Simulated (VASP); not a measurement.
**BN in VASP 6.6.1, single-point calculation**

INCAR

```
BMIX = 2
ISYM = 0
NSW = 0
EDIFF = 1E-7
GGA = PE
SIGMA = 0.02
ENCUT = 520
IBRION = -1
ISIF = 2
LWAVE = .FALSE.
NELM = 120
ISMEAR = -1
NBANDS = 11
LASPH = .TRUE.
LREAL = .FALSE.
PREC = Accurate
LCHARG = .FALSE.
```

KPOINTS

```
KPOINTS created by Atomic Simulation Environment
0
Gamma
4 4 4
0 0 0
```

POSCAR

```
B  N
 1.0000000000000000
     0.0000000000000000    1.6585346381999999    1.8979228895000000
     1.6585346381999999    0.0000000000000000    1.8979228895000000
     1.6585346381999999    1.6585346381999999    0.0000000000000000
 B   N
   1   1
Cartesian
  0.0000000000000000  0.0000000000000000  0.0000000000000000
  1.6585346381999999  1.6585346381999999  1.8979228895000004
```

The recommended PBE PAW datasets give the neutral cell 8 valence electrons.

Command

```
mpirun -np 1 vasp_std
```

OSZICAR

```
N       E                     dE             d eps       ncg     rms          rms(c)
DAV:   1     0.122017066685E+02    0.12202E+02   -0.51553E+03   832   0.733E+02
DAV:   2    -0.142481504018E+02   -0.26450E+02   -0.25368E+02   927   0.160E+02
DAV:   3    -0.146497681868E+02   -0.40162E+00   -0.40121E+00   966   0.174E+01
DAV:   4    -0.146500760323E+02   -0.30785E-03   -0.30784E-03   879   0.525E-01
DAV:   5    -0.146500762063E+02   -0.17397E-06   -0.17397E-06   924   0.126E-02    0.684E+00
DAV:   6    -0.137066509454E+02    0.94343E+00   -0.28313E+00   873   0.920E+00    0.294E+00
DAV:   7    -0.136465075538E+02    0.60143E-01   -0.46867E-01   903   0.409E+00    0.161E+00
DAV:   8    -0.136549965904E+02   -0.84890E-02   -0.99054E-02   891   0.181E+00    0.758E-01
DAV:   9    -0.136452552802E+02    0.97413E-02   -0.37138E-02   864   0.108E+00    0.182E-01
DAV:  10    -0.136453325758E+02   -0.77296E-04   -0.66898E-04   915   0.218E-01    0.806E-02
DAV:  11    -0.136453454142E+02   -0.12838E-04   -0.16428E-04   807   0.822E-02    0.687E-03
DAV:  12    -0.136453461229E+02   -0.70875E-06   -0.25593E-06   909   0.158E-02    0.577E-03
DAV:  13    -0.136453458722E+02    0.25077E-06   -0.13687E-06   849   0.736E-03    0.112E-03
DAV:  14    -0.136453458041E+02    0.68094E-07   -0.27259E-08   447   0.165E-03
   1 F= -.13645346E+02 E0= -.13644865E+02  d E =-.962381E-03
```

From OUTCAR

```
k-points           NKPTS =     36   k-points in BZ     NKDIM =     36   number of bands    NBANDS=     11

   NELECT =       8.0000    total number of electrons

   dimension x,y,z NGX =    20 NGY =   20 NGZ =   18
   dimension x,y,z NGXF=    40 NGYF=   40 NGZF=   36

  energy-cutoff  :      520.00
  volume of cell :       10.44
      direct lattice vectors                 reciprocal lattice vectors
     0.000000000  1.658534638  1.897922889    -0.301470942  0.301470942  0.263445898
     1.658534638  0.000000000  1.897922889     0.301470942 -0.301470942  0.263445898
     1.658534638  1.658534638  0.000000000     0.301470942  0.301470942 -0.263445898

 k-points in reciprocal lattice and weights: KPOINTS created by Atomic Simulation Env
   0.00000000  0.00000000  0.00000000       0.016
   0.25000000  0.00000000  0.00000000       0.031
   0.00000000  0.00000000 -0.25000000       0.031
   0.00000000  0.25000000  0.00000000       0.031
   0.25000000  0.25000000  0.25000000       0.031
   0.50000000  0.00000000  0.00000000       0.016
   0.00000000  0.00000000  0.50000000       0.016
   0.00000000  0.50000000  0.00000000       0.016
   ...

 E-fermi :  11.3273

 k-point     1 :       0.0000    0.0000    0.0000
  band No.  band energies     occupation
      1     -12.1574      2.00000
      2       8.8799      2.00000
      3       8.8799      2.00000
      4      11.3931      0.07187
      5      18.9134      0.00000
      6      20.3681      0.00000
      7      25.5047      0.00000
      8      25.5047      0.00000
      9      28.1882      0.00000
     10      30.3935      0.00000
     11      30.3935      0.00000

 k-point     2 :       0.2500    0.0000    0.0000
  band No.  band energies     occupation
      1     -10.4122      2.00000
      2       3.9021      2.00000
      3       9.4776      2.00000
      4      10.0204      2.00000
      5      16.0097      0.00000
      6      20.7531      0.00000
      7      20.9620      0.00000
      8      24.2698      0.00000
      9      29.5104      0.00000
     10      33.7531      0.00000
     11      33.9903      0.00000

 k-point     3 :       0.0000    0.0000   -0.2500
  band No.  band energies     occupation
      1     -10.4122      2.00000
      2       3.9021      2.00000
      3       9.4776      2.00000
      4      10.0204      2.00000
      5      16.0097      0.00000
      6      20.7531      0.00000
      7      20.9620      0.00000
      8      24.2698      0.00000
      9      29.5104      0.00000
     10      33.7531      0.00000
     11      33.9903      0.00000

 k-point     4 :       0.0000    0.2500    0.0000
  band No.  band energies     occupation
      1     -10.4122      2.00000
      2       3.9021      2.00000
      3       9.4776      2.00000
      4      10.0204      2.00000
      5      16.0097      0.00000
      6      20.7531      0.00000
      7      20.9620      0.00000
      8      24.2698      0.00000
      9      29.5104      0.00000
     10      33.7531      0.00000
     11      33.9903      0.00000

 k-point     5 :       0.2500    0.2500    0.2500
  band No.  band energies     occupation
      1     -10.4122      2.00000
      2       3.9021      2.00000
      3       9.4776      2.00000
      4      10.0204      2.00000
      5      16.0097      0.00000
      6      20.7531      0.00000
      7      20.9620      0.00000
      8      24.2698      0.00000
      9      29.5104      0.00000
     10      33.7531      0.00000
     11      33.9903      0.00000

 ...

  Total        2.1342607      2.1342602      0.7589387      0.0000270      0.0000111      0.0000112
  in kB      327.4917777    327.4917008    116.4553943      0.0041382      0.0017102      0.0017157
  external PRESSURE =     257.1462909 kB  Pullay stress =       0.0000000 kB

 POSITION                                       TOTAL-FORCE (eV/Angst)
 -----------------------------------------------------------------------------------
      0.00000      0.00000      0.00000        -0.000000      0.000000     -0.000000
      1.65853      1.65853      1.89792         0.000000     -0.000000      0.000000
 -----------------------------------------------------------------------------------
    total drift:                                0.000000     -0.000000      0.000000

  FREE ENERGIE OF THE ION-ELECTRON SYSTEM (eV)
  ---------------------------------------------------
  free  energy   TOTEN  =       -13.6453458041 eV

  energy  without entropy=      -13.6443834227  energy(sigma->0) =      -13.64486461
```

It converged. Results: gap between bands v and c on the k mesh -0.06 eV (bands overlap: a metal); least direct gap on the k mesh 3.44 eV; pressure 25.7 GPa. Band v is the last that the valence electrons fill when counted band by band, and c is the next.

These settings aren't sound, so the numbers aren't properties of the crystal.

On sound settings PBE gives a gap of -0.06 eV on its mesh and a pressure of 22.8 GPa for the intended cell.

The run took about 4.5 s on one core of a shared host (Intel Xeon Platinum 8488C) and held 0.11 GiB at most.
